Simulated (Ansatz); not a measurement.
Here is an Ansatz 0.2.0 calculation.

input

```
crystal:
  lattice:
    - [2.2675, 1.3091417354, 3.938]
    - [-2.2675, 1.3091417354, 3.938]
    - [0.0, -2.6182834708, 3.938]
  atoms:
    - { symbol: Bi, position: [0.766, 0.766, 0.766] }
    - { symbol: Bi, position: [0.234, 0.234, 0.234] }
hamiltonian:
  xc: pbe0
  pseudopotentials: { kind: paw }
kpoints:
  mp_grid: { grid: [6, 6, 6] }
scf:
  occupations: { method: fermi_dirac, width: 0.05 }
output:
  forces: true
  stress: true
  eigenvalues: true
```

Problem. Predict the band gap on the k mesh.

Solution. 0.36 eV, indirect (least direct gap 0.60 eV).

Problem. Estimate the pressure.

Solution. 0.5 GPa.

Problem. Predict the largest force.

Solution. 0.183 eV/Å.

Stress tensor (GPa, compression positive):
```
0.16 0.00 0.00
0.00 0.16 0.00
0.00 0.00 1.12
```

Caveat: spin-orbit coupling is left out, which as a rule narrows the gap of such compounds by several tenths of an eV; the PAW data sets come from PBE, with cores solved anew for the run's functional, which leaves a small shift of forces and pressure; the thresholds are loose for stress. A k mesh can miss the band edges.
